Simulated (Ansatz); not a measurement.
AlN (zincblende) at its r2SCAN geometry, run in the plane-wave code Ansatz at 2 levels of theory. (Simulation; spin polarisation is off.)

The PBE0 input:
```yaml
crystal:
  lattice:
    - [0.0, 2.1848764127, 2.1848764127]
    - [2.1848764127, 0.0, 2.1848764127]
    - [2.1848764127, 2.1848764127, 0.0]
  atoms:
    - { symbol: Al, position: [0.0, 0.0, 0.0] }
    - { symbol: "N", position: [0.25, 0.25, 0.25] }
kpoints:
  mp_grid: { grid: [8, 8, 8] }
  band_path:
    path:
      - [0.0, 0.0, 0.0]
      - [-0.5, -0.5, 0.0]
      - [-0.375, -0.375, 0.25]
      - [-0.375, 0.0, 0.375]
      - [0.0, 0.0, 0.5]
      - [-0.5, -0.25, 0.25]
      - [0.0, 0.5, 0.5]
    npoints: 1
hamiltonian:
  xc: pbe0
scf:
  occupations: { method: fixed }
  n_extra_bands: 4
output:
  forces: true
  stress: true
  eigenvalues: true
```

Main results, then, where recorded, the levels near the gap in eV from the Fermi energy (columns number the bands from 0), one row a point of the path (Γ, X, U, K, L, W, X):
```
Crystal: 2 atoms, lattice volume = 20.860 Å³
Symmetry: 24 space group operations
Space group: F-43m (ITA 216)
```
```
Basis set: ecut = 420 eV, 411 PW (Γ)
Bands: 8, of which v1, the nominal top of the filled ones, is band 4 counted from 1 (3 counted from 0)
k-points: 29 of 512 (time reversal used)
hybrid outer 1: dexx = +4.022e-3 eV, tail = 7.22e-6 eV
hybrid outer 2: dexx = +4.781e-8 eV, tail = 2.67e-8 eV, Δε = 1.93e-3 eV
Free energy (F): -924.894147 eV
Fermi energy:    5.641556 eV
--- Stress (GPa, compression-positive) ---
       -0.719303       0.000000       0.000000
        0.000000      -0.719303       0.000000
        0.000000       0.000000      -0.719303
  P = ⅓ Tr σ = -0.7193 GPa (-7.193 kbar)
```
```tsv
band_1	band_2	band_3	band_4	band_5	band_6
0.000	0.000	0.000	6.270	15.061	15.061
-5.327	-1.937	-1.937	5.284	10.839	16.873
-4.618	-3.924	-1.497	7.245	12.495	15.877
-4.618	-3.924	-1.497	7.245	12.495	15.877
-6.351	-0.531	-0.531	9.638	12.394	13.515
-4.095	-3.745	-2.876	8.185	13.834	14.485
-5.327	-1.937	-1.937	5.284	10.839	16.873
```

The PBE0 gap is indirect, 5.28 eV (Γ to X), below the direct gap of 6.27 eV at Γ.

**Question.** In the first input these blocks are replaced (the band path and keys that only write files left aside):
```yaml
hamiltonian:
  xc: hf
```
What comes out?

**Answer.**
```
Basis set: ecut = 420 eV, 411 PW (Γ)
Bands: 8, of which v1, the nominal top of the filled ones, is band 4 counted from 1 (3 counted from 0)
k-points: 29 of 512 (time reversal used)
hybrid outer 1: dexx = +1.862e-1 eV, tail = 9.09e-4 eV
hybrid outer 2: dexx = +8.895e-5 eV, tail = 3.76e-6 eV, Δε = 2.41e-2 eV
hybrid outer 3: dexx = +3.932e-7 eV, tail = 2.81e-8 eV, Δε = 4.86e-4 eV, ΔF = 2.08e-17 eV/Å
Free energy (F): -906.958131 eV
Fermi energy:    2.859252 eV
--- Stress (GPa, compression-positive) ---
       -1.450149       0.000000       0.000000
        0.000000      -1.450149       0.000000
        0.000000       0.000000      -1.450149
  P = ⅓ Tr σ = -1.4501 GPa (-14.501 kbar)
```
```tsv
band_1	band_2	band_3	band_4	band_5	band_6
0.000	0.000	0.000	13.513	22.962	22.962
-6.309	-2.340	-2.340	12.057	18.116	26.036
-5.452	-4.527	-1.803	14.227	20.164	24.675
-5.452	-4.527	-1.803	14.227	20.164	24.675
-7.442	-0.650	-0.650	17.096	20.487	21.114
-4.827	-4.430	-3.209	15.254	21.604	22.505
-6.309	-2.340	-2.340	12.057	18.116	26.036
```
With Hartree-Fock the valence top lies at Γ and the conduction bottom at X, 12.06 eV higher; the smallest vertical gap, at Γ, is 13.51 eV. At this geometry Hartree-Fock finds -1.5 GPa, compression counted positive: its own equilibrium volume is smaller. (The program warns that its thresholds are loose for a hybrid's stress.)

Totals of different functionals can't be compared.

The meshes of the hybrids are coarse, so their gaps aren't converged to the digits shown.
